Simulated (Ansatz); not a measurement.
# Zone-centre modes in SnSe

Theory: DFT PBE+D3(BJ), scalar-relativistic, plane waves, PAW (Ansatz 0.2.0). Settings: plane waves to 420 eV, k-mesh 8×8×6 (Γ-centred), Gaussian smearing 0.05 eV. No spin polarisation.

The undisturbed cell (relaxed at this level; this rock-salt form isn't the usual structure):

```
CELL_PARAMETERS angstrom
0.00000 -2.98877 -2.98877
0.00000 2.98877 -2.98877
5.97754 0.00000 0.00000
ATOMIC_POSITIONS crystal
Sn 0.50000 0.50000 0.50000
Sn 0.00000 0.00000 0.00000
Se 0.50000 0.50000 0.00000
Se 0.00000 0.00000 0.50000
```

Harmonic modes by finite displacements of 0.02 Å, without the LO–TO term. The cell doubles the primitive one, so its zone centre also holds the primitive cell's point q = (0, 1/2, 1/2).

Question: At this geometry, is the structure stable against these modes?

Answer: Yes: no mode is imaginary beyond 10 cm⁻¹, and only the three translations lie near zero.

Question: List the wavenumbers in cm⁻¹.

Answer: 0, 0, 0, 39, 39, 40, 46, 46, 59, 71, 71, 82.

Cost: 1 run of about 2.1 core-minutes, on AMD EPYC (Zen 3) (shared hosts).